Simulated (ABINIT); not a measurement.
Crystal: C.

```
C
1.0
     0.00000    1.78337    1.78337
     1.78337    0.00000    1.78337
     1.78337    1.78337    0.00000
C
2
Direct
  0.75000 0.75000 0.75000
  0.50000 0.50000 0.50000
```

This isn't the form of C at room conditions, which is graphite.

Program: ABINIT 10.8.3 (patched build). Alike in all runs: no spin polarisation; cell as given; smearing fermi-dirac 0.05 eV.

**Question.** Order these runs on this cell by their pressure, lowest first.
A. level r2SCAN; potentials or basis PseudoDojo NC SR PBE v0.5 standard; k mesh 13 × 13 × 13; cutoff (eV) 1333
B. level r2SCAN; potentials or basis JTH PAW LDA v2.0; k mesh 13 × 13 × 13; cutoff (eV) 653; fine-grid cutoff 1251.72 eV
C. level SOGGA; potentials or basis JTH PAW PBE v2.0; k mesh 13 × 13 × 13; cutoff (eV) 544; fine-grid cutoff 1088.46 eV
D. level LDA; potentials or basis JTH PAW LDA v2.0; k mesh 10 × 10 × 10; cutoff (eV) 544; fine-grid cutoff 1088.46 eV
E. level RPBE; potentials or basis JTH PAW PBE v2.0; k mesh 13 × 13 × 13; cutoff (eV) 544; fine-grid cutoff 1088.46 eV

**Answer.** D (-13.8 GPa), C (-7.3 GPa), B (0.2 GPa), A (3.6 GPa), E (7.2 GPa).

Caveats: the atomic spheres overlap (some runs); the PAW data sets were made with another functional, which shifts forces and pressure a little (some runs); a meta-GGA on potentials with a model core is unreliable (some runs); the potentials were made for another functional, which shifts forces and pressure (some runs).
